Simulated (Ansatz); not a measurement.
## AlAs (F-43m): converging the G0W0 gap

How do accuracy and time trade against each other in G0W0 on AlAs (F-43m)?

Method: G0W0 on PBE, plane waves, PAW; PAW set soft_1, in Ansatz 0.2.0.

Most raw output is cut from this account.

**1. The starting structure**

It takes space group F-43m (No. 216, cubic). The conventional cell has a = 5.661 Å, b = 5.661 Å, c = 5.661 Å, α = 90.00°, β = 90.00°, γ = 90.00°. Nearest to Al lie 4 As at 2.45 Å. Nearest to As lie 4 Al at 2.45 Å. Farther neighbours are not listed.

The cell and positions come from the Crystallography Open Database and are kept as given unless a step says otherwise.

**2. 47 empty bands, screening to 60 eV**

Now the one-shot GW correction: screening in the RPA, then the self-energy of the levels asked for. This step takes PAW set soft_1 files.

Contents of input.yaml:

```yaml
crystal:
  lattice:
    - [0.0, 2.8304, 2.8304]
    - [2.8304, 0.0, 2.8304]
    - [2.8304, 2.8304, 0.0]
  atoms:
    - { symbol: Al, position: [0.0, 0.0, 0.0] }
    - { symbol: As, position: [0.25, 0.25, 0.25] }
kpoints:
  mp_grid: { grid: [6, 6, 6] }
hamiltonian:
  xc: pbe
  pseudopotentials: { kind: paw, azcp: { folder: soft_1 } }
scf:
  occupations: { method: fixed }
gw:
  n_empty_bands: 47
  ecut_chi: 60
  qp_bands: [v2, c2]
  qp_kpoints: band_edges
  screening: { model: contour_deformation }
```

Launch:

```
$ ansatz run input.yaml --threads 3 --pin off --max-ram 92160MiB --backend cuda --events-out ev --progress --plain --runs-dir out --devices 1 --max-vram 13GiB
```

Elapsed: 20 s, on 1 × NVIDIA H100 80GB HBM3 (shared by 6 runs) with 3 threads of AMD EPYC 7R13 (Zen 3), shared host; peak memory 0.99 GiB; 22 s of CPU time.

This step gave:

- bands summed: 56
- RPA ε∞ on this mesh (eigenvalues): 10.13, 10.13, 10.13
- plane waves in the screening matrix: 59
- q-points in the mesh: 216
- G0W0 gap on the mesh: 1.849 eV
- k of the valence top: 0, 0, 0
- k of the conduction bottom: 0, -0.5, -0.5
- starting gap on the mesh: 1.442 eV
- Z at the valence top: 0.7728
- Z at the conduction bottom: 0.7898
- least direct G0W0 gap on the computed points: 2.981 eV

The gap on the mesh goes from 1.44 eV to 1.85 eV, a correction of +0.41 eV. Between the two edge states, bare exchange in place of the xc potential would open the gap by 5.43 eV, and correlation takes back 5.02 eV.

**3. 135 empty bands, screening to 120 eV**

Bands and screening cutoff are moved together, since each hides the error of the other.

Edit input.yaml of step 2 so:

```diff
@@ -16,4 +16,4 @@
 gw:
-  n_empty_bands: 47
-  ecut_chi: 60
+  n_empty_bands: 135
+  ecut_chi: 120
   qp_bands: [v2, c2]
```

Run time: 27 s. Hardware: 1 × NVIDIA H100 80GB HBM3 (shared by 6 runs) with 3 threads; peak memory 1.1 GiB.

This step gave:

```yaml
bands_summed: 144
rpa_eps_infinity_on_this_mesh_eigenvalues: 10.13, 10.13, 10.13
plane_waves_in_the_screening_matrix: 137
q_points_in_the_mesh: 216
g0w0_gap_on_the_mesh: 2.078 eV
k_of_the_valence_top: 0, 0, 0
k_of_the_conduction_bottom: 0, -0.5, -0.5
starting_gap_on_the_mesh: 1.442 eV
z_at_the_valence_top: 0.7700
z_at_the_conduction_bottom: 0.7895
least_direct_g0w0_gap_on_the_computed_points: 3.056 eV
```

Against the run with 6×6×6 mesh, 47 empty bands, screening to 60 eV, PAW set soft_1 files, the gap moves by +0.23 eV.

**4. 291 empty bands, screening to 200 eV**

Edit input.yaml of step 3 so:

```diff
@@ -16,4 +16,4 @@
 gw:
-  n_empty_bands: 135
-  ecut_chi: 120
+  n_empty_bands: 291
+  ecut_chi: 200.0
   qp_bands: [v2, c2]
```

Elapsed: 33 s, on 1 × NVIDIA H100 80GB HBM3 (shared by 6 runs) with 3 threads; peak memory 1.4 GiB.

This step gave:

| Quantity | Value |
| --- | --- |
| bands summed | 300 |
| RPA ε∞ on this mesh (eigenvalues) | 10.13, 10.13, 10.13 |
| plane waves in the screening matrix | 283 |
| G0W0 gap on the mesh | 2.162 eV |
| k of the valence top | 0, 0, 0 |
| k of the conduction bottom | 0, -0.5, -0.5 |
| starting gap on the mesh | 1.442 eV |
| least direct G0W0 gap on the computed points | 3.040 eV |

Against the run with 6×6×6 mesh, 135 empty bands, screening to 120 eV, PAW set soft_1 files, the gap moves by +0.08 eV.

**5. Changing the k mesh: 4×4×4 mesh, 135 empty bands, screening to 120 eV, PAW set soft_1 files**

A second mesh at equal bands and cutoff isolates the sampling error. Bands and cutoff differ from the step before, so it is read against an earlier run that matches them.

Edit input.yaml of step 4 so:

```diff
@@ -9,3 +9,3 @@
 kpoints:
-  mp_grid: { grid: [6, 6, 6] }
+  mp_grid: { grid: [4, 4, 4] }
 hamiltonian:
@@ -16,4 +16,4 @@
 gw:
-  n_empty_bands: 291
-  ecut_chi: 200.0
+  n_empty_bands: 135
+  ecut_chi: 120
   qp_bands: [v2, c2]
```

Elapsed: 11 s, on 1 × NVIDIA H100 80GB HBM3 (shared by 6 runs) with 3 threads; peak memory 1 GiB.

Numbers from this step:

| Quantity | Value |
| --- | --- |
| bands summed | 144 |
| RPA ε∞ on this mesh (eigenvalues) | 14.33, 14.33, 14.33 |
| plane waves in the screening matrix | 137 |
| G0W0 gap on the mesh | 2.027 eV |
| k of the valence top | 0, 0, 0 |
| k of the conduction bottom | 0, -0.5, -0.5 |
| starting gap on the mesh | 1.421 eV |
| least direct G0W0 gap on the computed points | 3.044 eV |

Against the run with 6×6×6 mesh, 135 empty bands, screening to 120 eV, PAW set soft_1 files, the gap moves by −0.05 eV, while the start moved by −0.02 eV.

**6. Changing the frequency model: 6×6×6 mesh, 135 empty bands, screening to 120 eV, plasmon pole, PAW set soft_1 files**

A plasmon pole stands in for the full frequency dependence of the screening; this run shows what that costs in accuracy.

Edit input.yaml of step 5 so:

```diff
@@ -9,3 +9,3 @@
 kpoints:
-  mp_grid: { grid: [4, 4, 4] }
+  mp_grid: { grid: [6, 6, 6] }
 hamiltonian:
@@ -20,2 +20,2 @@
   qp_kpoints: band_edges
-  screening: { model: contour_deformation }
+  screening: { model: godby_needs }
```

Run time: 14 s. Hardware: 1 × NVIDIA H100 80GB HBM3 (shared by 6 runs) with 3 threads; peak memory 1.3 GiB; 21 s of CPU time.

Numbers from this step:

* bands summed: 144
* plasmon-pole fit frequency: 23.39 eV
* RPA ε∞ on this mesh (eigenvalues): 10.13, 10.13, 10.13
* plane waves in the screening matrix: 137
* G0W0 gap on the mesh: 2.029 eV
* k of the valence top: 0, 0, 0
* k of the conduction bottom: 0, -0.5, -0.5
* starting gap on the mesh: 1.442 eV
* least direct G0W0 gap on the computed points: 3.047 eV

Against the run with 6×6×6 mesh, 135 empty bands, screening to 120 eV, PAW set soft_1 files, the gap moves by −0.05 eV.

**7. Changing the files: 6×6×6 mesh, 135 empty bands, screening to 120 eV, hard PAW files**

Other atomic data (hard PAW) test the pseudisation: the cutoff goes from 420 to 900 eV and the valence electrons from 18 to 26, which opens shells that were frozen.

This step: G0W0 on PBE, plane waves, PAW.

input.yaml, the sections that differ from step 6:

```yaml
hamiltonian:
  xc: pbe
  pseudopotentials: { kind: paw, source: ansatz }
gw:
  n_empty_bands: 135
  ecut_chi: 120
  qp_bands: [v2, c2]
  qp_kpoints: band_edges
  screening: { model: contour_deformation }
# crystal, kpoints, scf: as in step 6
```

Run time: 27 s. Hardware: 1 × NVIDIA H100 80GB HBM3 (shared by 6 runs) with 3 threads; peak memory 1.2 GiB; 37 s of CPU time.

Numbers from this step:

```yaml
bands_summed: 148
rpa_eps_infinity_on_this_mesh_eigenvalues: 10.18, 10.18, 10.18
plane_waves_in_the_screening_matrix: 137
g0w0_gap_on_the_mesh: 2.068 eV
k_of_the_valence_top: 0, 0, 0
k_of_the_conduction_bottom: 0, -0.5, -0.5
starting_gap_on_the_mesh: 1.440 eV
least_direct_g0w0_gap_on_the_computed_points: 3.008 eV
```

Against the run with 6×6×6 mesh, 135 empty bands, screening to 120 eV, PAW set soft_1 files, the gap moves by −0.010 eV.

**8. Side by side**

Times are wall times on 1 × NVIDIA H100 80GB HBM3 (shared by 6 runs) with 3 threads of AMD EPYC 7R13 (Zen 3), shared host, good to a factor of about two.

```
 mesh           files            frequency  bands summed  cutoff (eV)  start (eV)  G0W0 (eV)  time  host memory (GiB)
6×6×6  PAW set soft_1  contour deformation            56           60       1.442      1.849  20 s               0.99
6×6×6  PAW set soft_1  contour deformation           144          120       1.442      2.078  27 s                1.1
6×6×6  PAW set soft_1  contour deformation           300          200       1.442      2.162  33 s                1.4
4×4×4  PAW set soft_1  contour deformation           144          120       1.421      2.027  11 s                1.0
6×6×6  PAW set soft_1         plasmon pole           144          120       1.442      2.029  14 s                1.3
6×6×6        hard PAW  contour deformation           148          120       1.440      2.068  27 s                1.2
```

How the two edges are built up, in eV (the quasiparticle level is the starting level plus Σx plus Σc less Vxc):

```
      run               edge  start      Σx     Σc     Vxc     Z    QP
 56 bands        valence top   6.12  -15.76   1.56  -13.94  0.77  5.85
 56 bands  conduction bottom   7.56   -5.52  -3.46   -9.13  0.79  7.70
144 bands        valence top   6.12  -15.76   1.19  -13.94  0.77  5.48
144 bands  conduction bottom   7.56   -5.52  -3.61   -9.13  0.79  7.56
300 bands        valence top   6.12  -15.76   1.05  -13.94  0.77  5.35
300 bands  conduction bottom   7.56   -5.52  -3.66   -9.13  0.79  7.51
```

**9. What came out**

```
56 bands, 60 eV                     : 1.849 eV
144 bands, 120 eV                   : 2.078 eV
300 bands, 200 eV                   : 2.162 eV
estimated limit in bands and cutoff : 2.24 eV
mesh and start                      : 6×6×6, PBE
```

A line in one over the bands through the two highest rungs gives 2.24 eV, +0.08 eV from the top rung; the pair below gives 2.22 eV, in fair agreement. The rungs stand 0.39 eV (56 bands), 0.16 eV (144 bands) and 0.08 eV (300 bands) from it. From 56 to 300 bands the gap moves by +0.31 eV. Σc changes by −0.51 eV at the valence top and −0.19 eV at the conduction bottom, so the valence edge carries most of the change. On the 4×4×4 mesh in place of 6×6×6 the gap differs by −0.05 eV, of which −0.02 eV is already in the start. The plasmon-pole model gives −0.05 eV against contour deformation, 8 % of the correction (the least direct gap moves by −0.01 eV). Hard PAW files move the gap by −0.01 eV at equal bands and cutoff, −0.002 eV of it in the start. The cheapest rung within 0.1 eV of this estimate is that with 300 bands (33 s). The many-body steps are scalar-relativistic: spin-orbit coupling is not in them.

[Paths, hosts, dates, memory and timing lines, banners, echoed tables and standing remarks are left out of the program output.]

[Logs are printed without paths, hosts, clocks, repeated set-up lines and the standing remarks that a program may print on its own settings, such as how far it seeks lower states.]

[Runs of the session that timed out or met a known fault of the program may be left out.]

[Cells called generated may have been cut or substituted from an entry of the Crystallography Open Database or the Materials Project.]

[Hosts, paths, dates, database ids (printed as entryN), source tags and the programs' standing remarks are cut or masked in the printed files.]
